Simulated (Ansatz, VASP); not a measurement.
# Be: VASP beside Ansatz

```
CELL_PARAMETERS angstrom
-1.25312 1.25312 1.25312
1.25312 -1.25312 1.25312
1.25312 1.25312 -1.25312
ATOMIC_POSITIONS crystal
Be 0.00000 0.00000 0.00000
```

This isn't the form of Be at room conditions, which is hcp.

Alike in both runs: task single point; functional PBEsol; k mesh 13 × 13 × 13; occupations gaussian, width 0.15 eV; no spin polarisation.

```csv
,VASP,Ansatz
version,VASP 6.6.1,Ansatz 0.2.0
potentials or method,"VASP PAW PBE potentials, release 64 (Be)","plane waves, PAW"
plane-wave cutoff (eV),520,510
valence electrons in the cell,2,2
```

Ansatz gave:

```
pressure (GPa) : -2.0
```

Problem. What did VASP give for the same quantities?

Solution. Pressure (GPa): -1.7.

Caveats: the PAW data sets were made with another functional, which shifts forces and pressure a little (VASP).
